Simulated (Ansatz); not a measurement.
# CdS (Hawleyite) (F-43m) in Ansatz: relaxation of cell and atoms with PBEsol0

Aim: the relaxation of cell and atoms of CdS (Hawleyite) with PBEsol0.

All numbers are computed with Ansatz 0.2.0; they aren't measurements. Logs are shortened: lines on timing, memory, paths and dates and some standing lists are left out, and cuts for length are marked.

### 1 The crystal as given

The structure is cubic, space group F-43m (No. 216). Conventional cell: a = 5.833 Å, b = 5.833 Å, c = 5.833 Å, α = 90.00°, β = 90.00°, γ = 90.00°. Cd (site symmetry -43m) is surrounded by 4 S at 2.53 Å. S (site symmetry -43m) has 4 Cd at 2.53 Å as nearest neighbours.

### 2 Relaxation of cell and atoms, PBEsol0

Input file input.yaml:

```yaml
crystal:
  lattice:
    - [0.0, 2.9165, 2.9165]
    - [2.9165, 0.0, 2.9165]
    - [2.9165, 2.9165, 0.0]
  atoms:
    - { symbol: Cd, position: [0.0, 0.0, 0.0] }
    - { symbol: S, position: [0.75, 0.75, 0.75] }
hamiltonian:
  xc: { exchange: pbesol, correlation: pbesol, exx: { coeff: 0.25 } }
  pseudopotentials: { kind: paw }
kpoints:
  mp_grid: { grid: [4, 4, 4] }
scf:
  occupations: { method: fermi_dirac, width: 0.05 }
output:
  forces: true
  stress: true
  eigenvalues: true
  write_density: true
  write_potential: true
  elf: true
  volumetric_format: npy
relax:
  f_tol: 0.01
  max_steps: 40
  cell: { stress_tol: 0.05 }
```

Potentials or basis: Ansatz PAW.

On the command line:

```
ansatz run input.yaml --threads 2 --pin off --max-ram 5632MiB --backend cpu --events-out ev --progress --plain --runs-dir out
```

Log:

```text
Warning: RAYON_NUM_THREADS=2 ignored (pool sized by the plan → 2); use --threads N
Engine: ansatz 0.2.0, x86_64-unknown-linux-gnu
Pseudopotentials: kind: paw
Pseudopotential: Cd, paw, valence charge 20, recommended cutoff 420 eV (normal), Cd.paw.azcp
Pseudopotential: S, paw, valence charge 6, recommended cutoff 420 eV (normal), S.paw.azcp
Functional definition: unnamed
  parameter a_1 = 0.25
  exchange = (1 - a_1)*pbe_x(mu = 0.12345679012345678) + a_1*exact_x
  correlation = pbe_c(beta = 0.046)
Crystal: 2 atoms, lattice volume = 49.615 Å³
Basis set: ecut = 420 eV, 941 PW (Γ), exchange–correlation on 60×60×60 points (8 copies of the dense FFT grid, shifted against one another)
Bands: 17, of which v1, the nominal top of the filled ones, is band 13 counted from 1 (12 counted from 0)
Symmetry: 24 space group operations
Space group: F-43m (ITA 216), of the structure as read, at distance tolerance 3.7e-5 Å
k-points: 8 of 64 (time reversal used)
Non-local potential: Cd, projectors of the file, l = 0: 3, l = 1: 2, l = 2: 2, l = 3: 1
Non-local potential: S, projectors of the file, l = 0: 2, l = 1: 2, l = 2: 2
PAW form: soft (Blöchl's): semilocal exchange-correlation on the pseudo side does not see the compensation charge
PAW frozen core: Cd, regenerated for the run's functional, and the local potential with it (the file was generated under x = pbe(κ = 0.804, μ = 0.2195149727645171), c = pbe(β = 0.06672455060314922))
PAW frozen core: S, regenerated for the run's functional, and the local potential with it (the file was generated under x = pbe(κ = 0.804, μ = 0.2195149727645171), c = pbe(β = 0.06672455060314922))
PAW one-centre angular grid: Cd, 590 points (default); XC on 64 Gauss nodes
PAW one-centre angular grid: S, 110 points (default); XC on 64 Gauss nodes
Initial density: superposition of atomic densities (neutral atoms: chi_scale 0, normalization atom), corrected by the library's trained network
Initial wavefunctions: pseudopotential atomic-orbital guess
Functional: x = pbesol(κ = 0.804, μ = 0.12345679012345678), c = pbesol(β = 0.046), warm-up for x = 0.75 pbesol(κ = 0.804, μ = 0.12345679012345678) + 0.25 exact, c = pbesol(β = 0.046)
SCF iter   1: F=—  HF=-9070.190057 eV  |F-HF|=—  |Δ(HF+E_count)|=         —  Δρ=5.68e-3  dr2=1.77e-2  ethr=1.77e-3  ⟨swp⟩=9.0  Hψ=641  notcnv=0
preconditioner: auto → none  [insulator: Δε(μ)=0.926 eV  Ē_g=12.196 eV  σ=0.050 eV  W_gap=1.00  n_scr=14 (ndim 8)  ℏωp=22.4 eV  f_vac=0.128  D(μ)=0.00/eV (n_scr^D=0)]
iter 2 solved again at ethr=6.90e-7 eV; its pass at ethr=6.82e-5 eV (dr2=1.79e-4 eV) is discarded
SCF iter   2: F=—  HF=-9070.184211 eV  |F-HF|=—  |Δ(HF+E_count)|=   5.85e-3  Δρ=9.27e-4  dr2=1.78e-4  ethr=6.90e-7  ⟨swp⟩=2.6  Hψ=611  notcnv=0  defer=1
SCF iter   3: F=-9070.184208 eV  HF=-9070.184192 eV  |F-HF|=1.64e-5  |Δ(HF+E_count)|=   1.87e-5  Δρ=3.64e-4  dr2=2.61e-5  ethr=6.86e-7  ⟨swp⟩=3.1  Hψ=307  notcnv=0  defer=1
SCF 1 stopped early in 3 iterations: F = -9070.184208 eV  dr2 = 2.61e-5
Initial density: handed on by an earlier stage of this run
Initial wavefunctions: those handed on with the density
Functional: x = 0.75 pbesol(κ = 0.804, μ = 0.12345679012345678) + 0.25 exact, c = pbesol(β = 0.046)
Frozen-core exchange: fock
SCF iter   1: F=—  HF=-9098.947982 eV  |F-HF|=—  |Δ(HF+E_count)|=         —  Δρ=6.73e-3  dr2=1.90e-2  ethr=1.00e-6  ⟨swp⟩=6.2  Hψ=650  notcnv=0
preconditioner: auto → none  [insulator: Δε(μ)=2.672 eV  Ē_g=15.079 eV  σ=0.050 eV  W_gap=1.00  n_scr=14 (ndim 8)  ℏωp=22.4 eV  f_vac=0.126  D(μ)=0.00/eV (n_scr^D=0)]
SCF iter   2: F=—  HF=-9098.942301 eV  |F-HF|=—  |Δ(HF+E_count)|=   5.68e-3  Δρ=2.22e-3  dr2=2.53e-3  ethr=1.00e-6  ⟨swp⟩=4.0  Hψ=444  notcnv=0
SCF iter   3: F=—  HF=-9098.951995 eV  |F-HF|=—  |Δ(HF+E_count)|=   9.69e-3  Δρ=1.73e-3  dr2=1.17e-3  ethr=1.00e-6  ⟨swp⟩=4.2  Hψ=395  notcnv=0
SCF iter   4: F=—  HF=-9098.951679 eV  |F-HF|=—  |Δ(HF+E_count)|=   3.16e-4  Δρ=4.35e-4  dr2=9.00e-5  ethr=1.00e-6  ⟨swp⟩=3.0  Hψ=314  notcnv=0
SCF iter   5: F=—  HF=-9098.951906 eV  |F-HF|=—  |Δ(HF+E_count)|=   2.27e-4  Δρ=2.54e-4  dr2=3.17e-5  ethr=2.02e-7  ⟨swp⟩=3.1  Hψ=306  notcnv=0
SCF iter   6: F=-9098.951896 eV  HF=-9098.951897 eV  |F-HF|=2.40e-7  |Δ(HF+E_count)|=   9.08e-6  Δρ=2.69e-5  dr2=3.36e-6  ethr=1.10e-7  ⟨swp⟩=3.0  Hψ=271  notcnv=0
SCF 2 stopped early in 6 iterations: F = -9098.951896 eV  dr2 = 3.36e-6
hybrid outer 1: dexx = +1.179e-2 eV, tail = 2.95e-5 eV
Frozen-core exchange: fock
SCF iter   1: F=—  HF=-9098.951990 eV  |F-HF|=—  |Δ(HF+E_count)|=         —  Δρ=5.56e-5  dr2=6.34e-7  ethr=5.67e-7  ⟨swp⟩=4.9  Hψ=346  notcnv=0
preconditioner: auto → none  [insulator: Δε(μ)=2.710 eV  Ē_g=15.013 eV  σ=0.050 eV  W_gap=1.00  n_scr=14 (ndim 8)  ℏωp=22.4 eV  f_vac=0.128  D(μ)=0.00/eV (n_scr^D=0)]
SCF iter   2: F=—  HF=-9098.951990 eV  |F-HF|=—  |Δ(HF+E_count)|=   1.34e-7  Δρ=1.61e-5  dr2=9.54e-8  ethr=2.23e-9  ⟨swp⟩=3.5  Hψ=340  notcnv=0
SCF iter   3: F=—  HF=-9098.951990 eV  |F-HF|=—  |Δ(HF+E_count)|=   1.55e-7  Δρ=5.14e-6  dr2=2.02e-8  ethr=2.22e-10  ⟨swp⟩=3.0  Hψ=336  notcnv=0
SCF iter   4: F=—  HF=-9098.951990 eV  |F-HF|=—  |Δ(HF+E_count)|=   5.28e-9  Δρ=1.49e-6  dr2=1.30e-9  ethr=5.43e-11  ⟨swp⟩=3.0  Hψ=270  notcnv=0
SCF iter   5: F=—  HF=-9098.951990 eV  |F-HF|=—  |Δ(HF+E_count)|=   3.16e-9  Δρ=6.23e-7  dr2=3.47e-10  ethr=2.80e-12  ⟨swp⟩=3.4  Hψ=312  notcnv=0
SCF iter   6: F=-9098.951990 eV  HF=-9098.951990 eV  |F-HF|=3.64e-12  |Δ(HF+E_count)|=  1.07e-10  Δρ=1.44e-7  dr2=5.83e-11  ethr=1.14e-12  ⟨swp⟩=3.0  Hψ=284  notcnv=0
SCF 3 stopped early in 6 iterations: F = -9098.951990 eV  dr2 = 5.83e-11
hybrid outer 2: dexx = +3.721e-7 eV, tail = 2.78e-8 eV, Δε = 2.97e-3 eV (about 1.08e-4 eV left of the loop's levels)
[... 27 lines left out ...]
SCF 6 stopped early in 6 iterations: F = -9098.952905 eV  dr2 = 1.22e-10
hybrid outer 2: dexx = +7.759e-7 eV, tail = 5.45e-8 eV, Δε = 4.36e-3 eV (about 1.63e-4 eV left of the loop's levels)
Frozen-core exchange: fock
SCF iter   1: F=—  HF=-9098.952905 eV  |F-HF|=—  |Δ(HF+E_count)|=         —  Δρ=3.52e-6  dr2=5.61e-9  ethr=1.05e-9  ⟨swp⟩=5.4  Hψ=344  notcnv=0
preconditioner: auto → none  [insulator: Δε(μ)=2.731 eV  Ē_g=15.051 eV  σ=0.050 eV  W_gap=1.00  n_scr=14 (ndim 8)  ℏωp=22.5 eV  f_vac=0.128  D(μ)=0.00/eV (n_scr^D=0)]
SCF iter   2: F=—  HF=-9098.952905 eV  |F-HF|=—  |Δ(HF+E_count)|=  9.90e-10  Δρ=5.98e-7  dr2=5.96e-11  ethr=1.52e-11  ⟨swp⟩=3.5  Hψ=316  notcnv=0
SCF iter   3: F=—  HF=-9098.952905 eV  |F-HF|=—  |Δ(HF+E_count)|=  1.51e-10  Δρ=2.88e-7  dr2=2.86e-11  ethr=1.00e-12  ⟨swp⟩=3.0  Hψ=284  notcnv=0
SCF iter   4: F=-9098.952905 eV  HF=-9098.952905 eV  |F-HF|=0.00e0  |Δ(HF+E_count)|=  1.27e-11  Δρ=2.68e-8  dr2=6.59e-13  ethr=1.00e-12  ⟨swp⟩=2.0  Hψ=240  notcnv=0
SCF 7 converged in 4 iterations: F = -9098.952905 eV  dr2 = 6.59e-13
  Residual-converged pass: ⟨swp⟩=4.0  Hψ=400  notcnv=0  max |occ|·‖R‖ = 9.1e-9 eV (tolerance 1.0e-8 eV)  dr2=6.07e-13  dr2_onsite=2.08e-13  max |Δocc| = 3.4e-22
hybrid outer 3: dexx = +2.302e-10 eV, tail = 1.56e-11 eV, Δε = 5.61e-5 eV (about 2.22e-6 eV left of the loop's levels)
relax step   2: F+E_penalty+E_count = -9098.95290537 eV  Δ(F+E_penalty+E_count) = -9.154e-4 eV  max|allowed force component| = 4.568e-17 eV/Å  Δτ_max = 0.0000 Å  P = +0.019 GPa  Ω = 49.199 Å³  energy of the carried Pulay correction = +2.525e-4 eV  (14 SCF iters, accepted)
Frozen-core exchange: fock
iter 1 solved again at ethr=1.39e-9 eV; its pass at ethr=1.00e-1 eV (dr2=3.61e-7 eV) is discarded
SCF iter   1: F=—  HF=-9098.952626 eV  |F-HF|=—  |Δ(HF+E_count)|=         —  Δρ=3.82e-5  dr2=2.10e-7  ethr=1.39e-9  ⟨swp⟩=12.0  Hψ=876  notcnv=0
preconditioner: auto → none  [insulator: Δε(μ)=3.738 eV  Ē_g=15.628 eV  σ=0.050 eV  W_gap=1.00  n_scr=14 (ndim 8)  ℏωp=22.5 eV  f_vac=0.128  D(μ)=0.00/eV (n_scr^D=0)]
SCF iter   2: F=—  HF=-9098.952626 eV  |F-HF|=—  |Δ(HF+E_count)|=   7.77e-8  Δρ=1.34e-5  dr2=6.34e-8  ethr=7.34e-10  ⟨swp⟩=3.0  Hψ=313  notcnv=0
SCF iter   3: F=—  HF=-9098.952627 eV  |F-HF|=—  |Δ(HF+E_count)|=   6.37e-7  Δρ=1.22e-5  dr2=5.03e-8  ethr=9.45e-11  ⟨swp⟩=5.0  Hψ=473  notcnv=0  defer=27
iter 4 solved again at ethr=7.97e-12 eV; its pass at ethr=9.45e-11 eV (dr2=2.07e-9 eV) is discarded
SCF iter   4: F=—  HF=-9098.952627 eV  |F-HF|=—  |Δ(HF+E_count)|=   1.73e-8  Δρ=5.19e-6  dr2=2.36e-9  ethr=7.97e-12  ⟨swp⟩=2.1  Hψ=681  notcnv=0  defer=1
SCF iter   5: F=-9098.952627 eV  HF=-9098.952627 eV  |F-HF|=2.00e-11  |Δ(HF+E_count)|=  3.38e-10  Δρ=7.36e-7  dr2=3.35e-10  ethr=7.97e-12  ⟨swp⟩=3.0  Hψ=257  notcnv=0
SCF 8 stopped early in 5 iterations: F = -9098.952627 eV  dr2 = 3.35e-10
hybrid outer 1: dexx = +6.740e-7 eV, tail = 3.78e-9 eV
Frozen-core exchange: fock
SCF iter   1: F=—  HF=-9098.952627 eV  |F-HF|=—  |Δ(HF+E_count)|=         —  Δρ=1.24e-6  dr2=4.51e-10  ethr=7.26e-11  ⟨swp⟩=9.6  Hψ=498  notcnv=0
preconditioner: auto → none  [insulator: Δε(μ)=2.731 eV  Ē_g=15.052 eV  σ=0.050 eV  W_gap=1.00  n_scr=14 (ndim 8)  ℏωp=22.5 eV  f_vac=0.128  D(μ)=0.00/eV (n_scr^D=0)]
SCF iter   2: F=-9098.952627 eV  HF=-9098.952627 eV  |F-HF|=3.64e-12  |Δ(HF+E_count)|=  1.67e-10  Δρ=8.48e-8  dr2=7.30e-12  ethr=1.66e-12  ⟨swp⟩=3.0  Hψ=293  notcnv=0
SCF 9 converged in 2 iterations: F = -9098.952627 eV  dr2 = 7.30e-12
  Residual-converged pass: ⟨swp⟩=4.0  Hψ=395  notcnv=0  max |occ|·‖R‖ = 9.7e-9 eV (tolerance 1.0e-8 eV)  dr2=7.27e-12  dr2_onsite=4.15e-13  max |Δocc| = 2.8e-23
hybrid outer 2: dexx = +5.781e-11 eV, tail = 2.01e-11 eV, Δε = 3.63e-5 eV (about 3.03e-6 eV left of the loop's levels)
relax step   3: F+E_penalty+E_count = -9098.95262677 eV  Δ(F+E_penalty+E_count) = +2.786e-4 eV  max|allowed force component| = 3.412e-17 eV/Å  Δτ_max = 0.0000 Å  P = +0.019 GPa  Ω = 49.199 Å³  stress off target by 1.93e-2 GPa  SCF on the basis re-selected at this cell (its energy is not comparable with the rows above)  (7 SCF iters)
basis re-selected at this cell: Δ(F+E_penalty+E_count) = +2.786e-4 eV, ΔP = +0.001 GPa vs the last step (what re-selecting the basis moved, of the pressure what is left beyond the Pulay correction that the steps carried, after the strain that the cell walked since its last selection, with what the two solves' SCF thresholds leave and, on support functions, any second-order correction that the steps lacked; it is no measure of the basis error at this ecutwfc). This SCF's stress stands 1.93e-2 GPa from its target on what of the cell is left free (relax.cell.stress_tol is 5.00e-2 GPa) and its largest allowed force component is 3.41e-17 eV/Å (relax.f_tol is 1.00e-2 eV/Å): within both
hybrid SCF converged: 2 outer / 7 inner (+0 warm-up), last move |dexx| = 5.78e-11 eV, tail = 2.01e-11 eV
Stability not checked: this state was not tested for a lower state beside it, because the functional holds exact exchange (a hybrid, or Hartree-Fock), whose exchange loop this test does not read (fock_operator; see scf.lower_state_search)
Free energy (F): -9098.952627 eV
Frozen-core exchange: fock
Harris-Foulkes:  -9098.952627 eV  (|F-HF|=3.64e-12)
Internal energy: -9098.952627 eV  (E = F + TS)
E sigma→0 (E₀):  -9098.952627 eV
Fermi energy:    7.329991 eV
--- Per-component energies (eV) ---
  E_band       = -580.660665
  E_kinetic    = 612.753943
  E_local      = -4005.202175  (includes V_loc(G=0)·N_el)
  E_nonlocal   = 66.240118
  E_hartree    = 1839.719275
  E_xc         = -209.473097
  E_vxc        = -237.844511  (∫ρ·V_xc dr)
  E_exx        = -110.412238  (= α·E_x^exact, valence–valence)
  E_paw        = -4579.600950  (= ΣΔE_a)
  E_vpaw       = -475.222095  (= ΣTr[D̂ρ^β])
  E_aug_tail   = 0.000014  (compensation charges beyond the density's cutoff)
  E_ewald      = -2712.581470
  E_core_change = -0.396048  (= ΣΔE_core)
  E_smearing   = -0.000000  (= −TS)
  E_closure    = 0.000000  (closes the sum)
  Σ components = -9098.952627   (vs F -9098.952627, Δ=0.00e0)
--- Forces (eV/Å), atoms counted from 1 ---
  atom   1  Cd    -0.00000000     0.00000000     0.00000000
  atom   2  S      0.00000000    -0.00000000    -0.00000000
  max |Σ_I F_I| component: 4.28e-17 eV/Å
--- Stress (GPa, compression-positive) ---
        0.019294       0.000000       0.000000
        0.000000       0.019294       0.000000
        0.000000       0.000000       0.019294
  P = ⅓ Tr σ = 0.0193 GPa (0.193 kbar)
--- Band table (eV; the first three rows and the last of 8) ---
  k-point 0: bands = ["-100.4155", "-60.1615", "-60.1615", "-60.1615", "-7.7425", "-3.0488", "-3.0488", "-3.0488", "-2.5457", "-2.5457", "5.9369", "5.9369", "5.9369", "8.6681", "14.2708", "14.2708", "14.2708"]
  k-point 1: bands = ["-100.4155", "-60.1616", "-60.1615", "-60.1615", "-7.5052", "-2.9751", "-2.9751", "-2.7691", "-2.5427", "-2.5427", "3.2139", "5.4958", "5.4958", "10.4005", "13.9839", "14.8129", "14.8129"]
  k-point 2: bands = ["-100.4155", "-60.1617", "-60.1615", "-60.1615", "-7.2704", "-2.9232", "-2.9232", "-2.5113", "-2.5113", "-2.1167", "1.0671", "5.0974", "5.0974", "10.6482", "14.7242", "14.7242", "15.2142"]
  k-point 7: bands = ["-100.4155", "-60.1619", "-60.1615", "-60.1614", "-7.1301", "-2.8001", "-2.7942", "-2.5942", "-2.5382", "-1.8350", "1.6739", "3.4310", "3.4640", "12.9460", "13.4307", "14.9981", "15.6134"]
--- Relaxed structure (2 steps of the walk, 2 accepted, 1 SCFs on fresh bases) ---
  F+E_penalty+E_count = -9098.95262677 eV   max|allowed force component| = 3.412e-17 eV/Å   (the final SCF, on the basis selected at the relaxed cell)
  cell:  # Å, volume = 49.1995 Å³
    - [1.1273510622781494e-33, 2.9083284859286835, 2.9083284859286835]
    - [2.9083284859286835, 4.6877422702639425e-33, 2.9083284859286835]
    - [2.9083284859286835, 2.9083284859286835, 4.5922040446471496e-33]
  atoms:
    - { symbol: Cd, position: [5.888179440237563e-34, -4.017169150816281e-34, -7.429011443290382e-34] }
    - { symbol: S, position: [0.75, 0.75, 0.75] }
```

It took 26 s on 2 threads of Intel Xeon at 2.70GHz, shared host; peak memory 0.71 GiB.

Results:

| Property | Result |
| --- | --- |
| Free energy | -9098.9526 eV |
| Relaxed volume | 24.60 Å³/atom |
| Relaxed cell | a = 4.113 Å, b = 4.113 Å, c = 4.113 Å, α = 60.00°, β = 60.00°, γ = 60.00° |
| Space group after relaxing (to 0.05 Å) | F-43m (No. 216) |
| Energy gained by relaxing | 0.3 meV/atom |
| Ionic steps | 3 |
| Pressure after relaxing | 0.0 GPa |
| Band gap on the k mesh | 2.73 eV, direct |

The path:
| step | energy change (eV) | largest force (eV/Å) | volume (Å³) |
| --- | --- | --- | --- |
| 1 | 0.0000 | 0.0000 | 49.62 |
| 2 | -0.0009 | 0.0000 | 49.20 |
| 3 | -0.0006 | 0.0000 | 49.20 |

Final structure:
```cif
data_structure
_symmetry_space_group_name_H-M 'P 1'
_symmetry_Int_Tables_number 1
_cell_length_a 4.1130
_cell_length_b 4.1130
_cell_length_c 4.1130
_cell_angle_alpha 60.000
_cell_angle_beta 60.000
_cell_angle_gamma 60.000
_cell_volume 49.20
loop_
_atom_site_label
_atom_site_type_symbol
_atom_site_fract_x
_atom_site_fract_y
_atom_site_fract_z
_atom_site_occupancy
Cd1 Cd 0.00000 0.00000 0.00000 1
S1 S 0.75000 0.75000 0.75000 1
```

Caveat: the k mesh is coarse (spacing up to 0.47 Å⁻¹), so the values aren't converged, least of all with exact exchange; the plane-wave basis is chosen anew once the cell has moved, so the energies of steps on either side of that aren't comparable; the PAW data sets come from PBE, with cores solved anew for the run's functional, which leaves a small shift of forces and pressure.
